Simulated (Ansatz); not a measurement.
Here is an Ansatz 0.2.0 calculation.

input.yaml

```yaml
crystal:
  lattice:
    - [3.0869951282, 0.0, 0.0]
    - [0.0002164067, 4.7076067549, 0.0]
    - [1.5429124059, 0.242353462, 7.0834647979]
  atoms:
    - { symbol: Ti, position: [0.00337187, 0.00038881, 0.00070319] }
    - { symbol: Ti, position: [0.34464021, 0.48025965, 0.31695987] }
    - { symbol: Ti, position: [0.66170814, 0.52047436, 0.68449636] }
    - { symbol: O, position: [0.44003816, 0.18543769, 0.1285388] }
    - { symbol: O, position: [0.77792634, 0.29772875, 0.45187807] }
    - { symbol: O, position: [0.10123624, 0.30895342, 0.80624322] }
    - { symbol: O, position: [0.90649721, 0.69183699, 0.19517157] }
    - { symbol: O, position: [0.22940715, 0.70300728, 0.54951473] }
    - { symbol: O, position: [0.56802567, 0.81530006, 0.87282718] }
hamiltonian:
  xc: pbe
  pseudopotentials: { kind: paw }
kpoints:
  mp_grid: { grid: [7, 5, 3] }
scf:
  occupations: { method: fermi_dirac, width: 0.05 }
output:
  forces: true
  stress: true
  eigenvalues: true
relax:
  f_tol: 0.01
  max_steps: 40
```

Potentials or basis: Ansatz PAW.

Launch:

```sh
$ ansatz run input.yaml --threads 4 --pin off --max-ram 11264MiB --backend cpu --events-out ev --progress --plain --runs-dir out
```

Problem. Estimate the band gap on the k mesh.

Solution. 2.35 eV, indirect (least direct gap 2.41 eV).

Problem. Predict the energy gained by relaxing.

Solution. 5.1 meV/atom.

Forces on the atoms (eV/Å):
```
Ti   0.002  0.001  0.000
Ti   0.004 -0.004  0.005
Ti   0.003  0.003 -0.005
O    0.006  0.007  0.003
O   -0.009  0.000  0.000
O   -0.001  0.002 -0.002
O   -0.001 -0.003  0.002
O   -0.010  0.000 -0.003
O    0.007 -0.006 -0.002
```

Caveat: odd divisions of the mesh miss points on the zone boundary, where band edges often lie, so the gap on the mesh can be too wide. A k mesh can miss the band edges.
